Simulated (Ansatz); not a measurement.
Charge transition levels of the O vacancy in ZnO, term by term

Method: Ansatz 0.2.0, DFT PBE, scalar-relativistic, plane waves, PAW. Run with 420 eV cutoff, 2×2×2 k-mesh, shifted by half a step, Gaussian smearing of 0.01 eV, collinear spin in charge +1 alone.

Host crystal, relaxed:

```
Zn O
1.0
     3.27939    0.00000    0.00000
    -1.63970    2.84004    0.00000
     0.00000    0.00000    5.29323
Zn O
2 2
Direct
  0.66667 0.33333 0.50060
  0.33333 0.66667 0.00060
  0.66667 0.33333 0.87971
  0.33333 0.66667 0.37971
```

The O vacancy was set at (0.667, 0.333, 0.880) of the host cell, in a supercell of 48 sites (592 Å³), relaxed at fixed cell in each charge q. The host's Kohn–Sham gap is 0.74 eV and its static dielectric constant 10.9 (mean). For each charge: the supercell's free energy over the neutral one with q electrons exchanged at the valence band top, F(q) − F(0) + qE_v; the image-charge term; and the term that aligns the potential far from the defect with the host's.

```json
{"q": "+2", "F(q) − F(0) + qE_v (eV)": "-1.926", "image charge (eV)": "0.895", "alignment (eV)": "-0.484"}
{"q": "+1", "F(q) − F(0) + qE_v (eV)": "-0.548", "image charge (eV)": "0.224", "alignment (eV)": "-0.162"}
{"q": "0", "F(q) − F(0) + qE_v (eV)": "0.000", "image charge (eV)": "0.000", "alignment (eV)": "0.000"}
```

**Question.** Add the terms and find the levels between neighbouring charges, ε(q/q′) = [A(q′) − A(q)]/(q − q′), with and without the two corrections.

**Answer.** A(q): -1.516 eV for +2, -0.487 eV for +1, 0.000 eV for 0.
| level | corrected (eV over E_v) | uncorrected (eV) |
| --- | --- | --- |
| (+2/+1) | 1.03 | 1.38 |
| (+1/0) | 0.49 | 0.55 |

As a check, a point charge in a simple cubic cell of this volume has q²αe²/(2εL) = 0.223 q² eV (e² = 14.40 eV Å, α = 2.837, L = 8.39 Å); the shape of the real cell and the anisotropy of ε can change it somewhat. The term grows as q², so it pushes donor levels down and acceptor levels up.

**Question.** Which of these charges is lowest with the Fermi level at the valence band top, at mid-gap and at the conduction band bottom?

**Answer.** The line A(q) + qE_F that lies lowest gives the charge: +2 at E_F = 0.00 eV, +2 at E_F = 0.37 eV, +2 at E_F = 0.74 eV. The level (+2/+1) lies above (+1/0), so charge +1 is never the lowest: a negative-U pattern, with a direct (+2/0) level at 0.76 eV, outside this gap. (+2/+1) falls outside this Kohn–Sham gap, so the change of charge isn't reached within it; the real gap is usually wider and may hold a localised level, while a level that comes from a carrier in the host's bands only marks the band edge and moves with it. Charges beyond those computed could lie lower near the band edges.

**Question.** The neutral defect forms at 3.70 eV with atoms taken from and returned to the elements. What are the formation energies at those three Fermi levels, and what share of sites would hold the defect at 1200 K with E_F at mid-gap, if the host still stood at that temperature?

**Answer.** E_f = E_f(0) + A(q) + qE_F = 2.18, 2.93, 3.67 eV. In the dilute limit the share is exp(−E_f/k_BT) = exp(−2.928/0.1034) = 5.1×10⁻¹³, leaving out degeneracy and vibrational entropy. This is the O-rich limit; a poorer supply of O lowers E_f, in a binary host by up to its heat of formation per O atom. The small cell and the narrow Kohn–Sham gap leave errors of tenths of an eV or more, which change the share by orders of magnitude.